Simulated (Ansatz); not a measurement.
Moving the functional in KBr

The cell as given:

```
Br K
1.0
     0.00000    3.30000    3.30000
     3.30000    0.00000    3.30000
     3.30000    3.30000    0.00000
Br K
1 1
Direct
  0.50000 0.50000 0.50000
  0.00000 0.00000 0.00000
```

Kept alike: task relaxation of cell and atoms; k mesh 7 × 7 × 7; occupations fermi-dirac, width 0.05 eV; no spin polarisation. Program: Ansatz, Ansatz PAW, cutoff 420 eV. The mesh is that of the run's cell of 2 atoms. No spin-orbit coupling.

| functional | volume (Å³/atom) |
| --- | --- |
| LDA | 32.387 |
| PBE | 37.610 |
| PBEsol | 35.111 |
| revPBE | 40.940 |

The relaxations keep at least the cell's symmetry (Fm-3m). Relaxations stop with a little pressure left, so the last digits of a volume or edge aren't settled. Runs of this series that gave no sound value for these columns are left out. All rows use potentials made for PBE.

The volume runs from 32.387 (LDA) to 40.940 Å³/atom (revPBE). From PBE: LDA -5.223; PBEsol -2.499; revPBE +3.330. Measured: 35.91 Å³/atom at 298.15 K (a printed reference work); nearest PBEsol, 0.80 Å³/atom off. The runs are for a static lattice.
